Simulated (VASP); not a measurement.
TaC: relaxation of the atoms with PBE

Crystal: TaC.

```xyz
2
Lattice="0.0000 2.2241 2.2241 2.2241 0.0000 2.2241 2.2241 2.2241 0.0000" Properties=species:S:1:pos:R:3 pbc="T T T"
Ta    0.0000    0.0000    0.0000
C     2.2241    2.2241    2.2241
```

The cell isn't the ideal one: a relaxed cell with its volume scaled by 0.98.

* Program: VASP 6.6.1
* Task: relaxation of the atoms
* Functional: PBE
* Potentials or basis: VASP PAW PBE potentials, release 64 (Ta_pv, C)
* Cutoff: 600 eV
* k mesh: 14 × 14 × 14
* Occupations: methfessel-paxton, width 0.1 eV
* Spin: no spin polarisation
* Further INCAR settings: ALGO = Fast; EDIFF = 1e-07; IBRION = 2; EDIFFG = -0.01; NSW = 40

```
Pressure after relaxing : 6.9 GPa
Band gap on the k mesh  : none (metal or under the smearing width)
```

Final structure:
```
CELL_PARAMETERS angstrom
0.00000 2.22408 2.22408
2.22408 0.00000 2.22408
2.22408 2.22408 0.00000
ATOMIC_POSITIONS crystal
Ta 0.00000 0.00000 0.00000
C 0.50000 0.50000 0.50000
```

Levels at points of the mesh, in eV from the Fermi level:
```tsv
k point	band 6	band 7	band 8	band 9	band 10	band 11
(0.00, 0.00, 0.00)	-1.44	-1.44	-0.59	-0.59	-0.59	0.57
(0.50, 0.00, 0.00)	-5.61	-5.61	2.65	2.65	3.64	5.32
(0.50, 0.50, 0.00)	-4.67	-1.88	-1.88	2.54	4.04	4.04
```

It took 45 s on 1 thread of Intel(R) Xeon(R) Platinum 8259CL CPU @ 2.50GHz (Skylake/Cascade Lake), on a shared host, peak memory 0.18 GiB.

Caveat: the relaxation stopped at its first step, so nothing moved. Spin-orbit coupling is left out, which matters for the levels of Ta.
